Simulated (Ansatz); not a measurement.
GeTe (alpha-GeTe type, space group R3m)

```
CELL_PARAMETERS angstrom
      2.09351     1.20869     3.68680
     -2.09351     1.20869     3.68680
      0.00000    -2.41737     3.68680
ATOMIC_POSITIONS crystal
  Ge 0.23184 0.23184 0.23184
  Te 0.76816 0.76816 0.76816
```

Equation-of-state scan: isotropic scaling of the cell above, V₀ being its volume. The atoms relax within the cell's symmetry.

Level of theory: r2SCAN (plane waves to 500 eV, PAW, scalar-relativistic; Ansatz, an electronic-structure program). k mesh 10×10×10 (Γ-centred), Fermi-Dirac smearing 0.05 eV. The energy includes the smearing's −TS. Compression counts positive. With the shape held, the modulus is that of even scaling; a crystal free to change shape is softer. GeTe was relaxed with its symmetry unable to fall. Spin-orbit coupling is left out, though Te is heavy. The zero of ΔE is the relaxed starting cell. The last digit holds for this mesh only.

```
V (Å³/atom)  ΔE (meV/atom)
-----------  -------------
23.509               111.5
24.405                67.1
25.300                35.4
26.196                14.7
27.092                 3.4
27.987                 0.0
28.883                 3.1
29.778            withheld
30.674                24.5
31.569                41.2
32.465                61.0
```

**Question.** Fit a third-order Birch-Murnaghan form (E₀, V₀, B₀, B₀′ free) to the given rows and predict ΔE at V = 29.778.

**Answer.** Least squares on the 10 given rows: ΔE = E₀ + (9V₀B₀/16)·y²·[2 + (B₀′ − 4)y], y = (V₀/V)^(2/3) − 1, with V₀ = 27.999 Å³/atom, B₀ = 36.04 GPa (160.2 GPa = 1 eV/Å³; the term in eV is multiplied by 1000), B₀′ = 4.50, E₀ = 0.06 meV/atom; root-mean-square residual 0.14 meV/atom. At 29.778 the fit gives 11.4 meV/atom; the calculation gives 11.5 meV/atom, so the interpolation is off by -0.1 (-0.9 %). For the pressure the fit gives -1.9 GPa against the computed -1.9 GPa.

(Under strain, the slope of the energy per volume gives the stress and its curvature an elastic modulus.)
